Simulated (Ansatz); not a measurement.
**Biaxial strain in GaAs (F-43m)**

```yaml
crystal:
  lattice:
    - [2.83343, 2.83343, 0.00000]
    - [-2.83343, 2.83343, 0.00000]
    - [0.00000, 2.83343, 2.83343]
  atoms:
    - { symbol: Ga, position: [0.00000, 0.00000, 0.00000] }
    - { symbol: As, position: [0.75000, 0.25000, 0.50000] }
```

This cell was relaxed by PAW under r²SCAN. A film on a (001) substrate is mimicked by stretching x and y by ε∥; the length along z and the atoms then relax by PAW (default files of Ansatz 0.2.0, cutoff 500 eV, stress met within about 0.05 GPa). Stress and levels come from r²SCAN, PAW on Ansatz 0.2.0's default frozen-core files (fitted under PBE), scalar-relativistic; k mesh 8×8×8, fixed occupations, cutoff 500 eV. Conduction levels are in eV over the valence top, at fixed fractional wave vectors («min» is a refined band extremum of the unstrained crystal off the named points).

```tsv
ε∥ (%)	ε⊥ (%)	σ∥ (GPa, tension positive)	Γ	L (oblique)	min ⊥ z	min ∥ z	2nd valence level at Γ	3rd
-2.0	?	?	?	?	?	?	?	?
-1.0	0.818	-1.29	1.016	1.346	1.608	1.767	0.000	-0.113
-0.5	0.404	-0.63	0.989	1.351	1.662	1.741	0.000	-0.055
0.0	0.000	0.02	0.960	1.352	1.715	1.715	0.000	0.000
0.5	-0.430	0.63	0.877	1.297	1.713	1.632	-0.054	-0.054
1.0	-0.850	1.22	0.795	1.241	1.713	1.551	-0.106	-0.106
2.0	-1.695	2.35	0.634	1.126	1.718	1.393	-0.204	-0.204
```

The last two columns are counted from the highest valence level at Γ.

Problem. How does the film contract along z, and how stiff is it in the plane?

Solution. Quadratic fits through the 6 rows shown have slopes dε⊥/dε∥ = -0.833 and dσ∥/dε∥ = 125.9 GPa at zero strain. Elasticity asks −2C12/C11 = -0.851 and C11 + C12 − 2C12²/C11 = 124.8 GPa, from PAW constants C11 = 117.4, C12 = 49.9 GPa. At the level of the σ∥ column the films keep up to 0.06 GPa along z against the unstrained cell; this and the cubic term, which a quadratic fit over ±2 % leaves out, limit the agreement.

Problem. Which shear deformation potential b does the valence splitting give?

Solution. Without spin-orbit coupling the single level moves against the pair by 3b(ε⊥ − ε∥): -0.0550 eV at ε⊥ − ε∥ = 0.00904 and 0.0544 eV at -0.00930, so b = -1.99 eV.

Problem. Fill the row at ε∥ = -2.0 %.

Solution. The fits give ε⊥ = 1.634 % and σ∥ = -2.69 GPa. Computed: ε⊥ (%) = 1.639, σ∥ (GPa, tension positive) = -2.70, Γ = 1.066, L (oblique) = 1.324, min ⊥ z = 1.499, min ∥ z = 1.818, 2nd valence level at Γ = 0.000, 3rd = -0.235. The levels have a kink at zero strain, where another valence state takes the top, so one parabola doesn't fit them.

Problem. What is the slope of the gap under small compression and under small tension?

Solution. dE_g/dε∥ is -59 meV per % on the compressed side and -165 on the stretched side, so the gap rises under compression and falls under tension. The lowest conduction level stays at Γ.

Keep in mind: frozen-core PAW files fitted under PBE, their cores solved anew for the functional of the run; no spin-orbit coupling on heavy atoms; semilocal gaps are low, and the spacing of valleys can be off by tenths of an eV; levels are read at fixed fractional k, so an edge that moves off these points is missed; with spin-orbit coupling the valence top splits by 2|b| and not 3|b| times the shear while that is small against the spin-orbit gap, so the gap's slopes differ from these.
